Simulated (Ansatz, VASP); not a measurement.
## One calculation of TePb, two programs

INCAR

```
SYSTEM = TePb
PREC = Accurate
ENCUT = 520
EDIFF = 1E-6
ISMEAR = 0
SIGMA = 0.02
LREAL = .False.
LASPH = .True.
NELM = 80
ALGO = Normal
ISIF = 2
LWAVE = .False.
LCHARG = .False.
GGA = PE
NBANDS = 17
```

The input KPOINTS:

```
Automatic mesh
0
Gamma
  8 8 8
  0 0 0
```

POSCAR

```
TePb
1.0
    0.0000000000      3.2189696440      3.2189696440
    3.2189696440      0.0000000000      3.2189696440
    3.2189696440      3.2189696440      0.0000000000
Te Pb
1 1
Direct
    0.5000000000      0.5000000000      0.5000000000
    0.0000000000      0.0000000000      0.0000000000
```

Input for Ansatz:

```yaml
crystal:
  lattice:
    - [0.0, 3.2189696447, 3.2189696447]
    - [3.2189696447, 0.0, 3.2189696447]
    - [3.2189696447, 3.2189696447, 0.0]
  atoms:
    - { symbol: Te, position: [0.5, 0.5, 0.5] }
    - { symbol: Pb, position: [0.0, 0.0, 0.0] }
basis:
  ecutwfc: 420
kpoints:
  mp_grid: { grid: [8, 8, 8] }
hamiltonian:
  xc: pbe
scf:
  occupations: { method: gaussian, width: 0.02 }
output:
  forces: true
  stress: true
  eigenvalues: true
```

Alike in both runs: task single point; functional PBE; k mesh 8 × 8 × 8; occupations gaussian, width 0.02 eV; no spin polarisation.

|  | VASP | Ansatz |
| --- | --- | --- |
| version | VASP 6.6.1 | Ansatz 0.2.0 |
| potentials or method | VASP PAW PBE potentials, release 64 (Te, Pb_d) | scalar-relativistic, plane waves, PAW |
| plane-wave cutoff (eV) | 520 | 420 |
| valence electrons in the cell | 20 | 30 |

VASP gave:

```
gap on the k mesh at the Fermi level (eV) : 0.71
least direct gap on the mesh (eV)         : 0.71
pressure (GPa)                            : 2.6
```

Question: Estimate Ansatz's values.

Answer: gap on the k mesh at the Fermi level (eV): 0.71; least direct gap on the mesh (eV): 0.71; pressure (GPa): 2.7.

The functional is the same, so the differences come from potentials, cutoffs and numerics. The two sets of potentials don't hold the same shells in valence.

Caveats: spin-orbit coupling is left out, which as a rule narrows the gap of such compounds by several tenths of an eV. A k mesh can miss the band edges.
